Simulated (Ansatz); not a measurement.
Runs of Ansatz 0.2.0 on WC. It takes space group Fm-3m (No. 225, cubic). The conventional cell has a = 4.385 Å, b = 4.385 Å, c = 4.385 Å, α = 90.00°, β = 90.00°, γ = 90.00°. Around W (site symmetry m-3m) lie 6 C at 2.19 Å. Around C (site symmetry m-3m) lie 6 W at 2.19 Å. Measurements of this composition are mostly on another form, of space group No. 187.

```csv
task,level,cell,k mesh,atoms under strain,gap on the mesh (eV),pressure (GPa),relaxed volume (Å³/atom)
relaxation of cell and atoms,BLYP+D3(BJ),relaxed,10 × 10 × 10,-,none,0.0,(a)
elastic constants,LDA,as given,7 × 7 × 7,clamped,none,-16.2,-
relaxation of cell and atoms,BLYP+D4,relaxed,10 × 10 × 10,-,none,0.0,10.47
phonons,LDA,as given,7 × 7 × 7,-,none,-,-
relaxation of cell and atoms,revPBE+D4,relaxed,10 × 10 × 10,-,none,0.0,10.22
```

Alike in all rows: potentials or basis Ansatz PAW; no spin polarisation; cutoff (eV) 420; smearing fermi-dirac 0.05 eV.

Fill in the values left out.

(a) 10.38.

Caveats: the PAW data sets come from PBE, with cores solved anew for the run's functional, which leaves a small shift of forces and pressure; the plane-wave basis is chosen anew once the cell has moved, so the energies of steps on either side of that aren't comparable (some runs); pairwise dispersion overbinds metals, which lowers pressure and volume (some runs); the cell is more than 3 GPa from zero pressure, which shifts response properties (some runs); elastic constants of metals need much finer meshes, so these are rough (some runs); so large a pressure means that the cell lies far from this level's equilibrium, or that cutoff or potentials fall short (some runs).

A k mesh can miss the band edges, and the runs leave out spin-orbit coupling on W.

A gap of «none» marks a metal or a gap under the smearing width.

Runs at the PBE level aren't shown here.
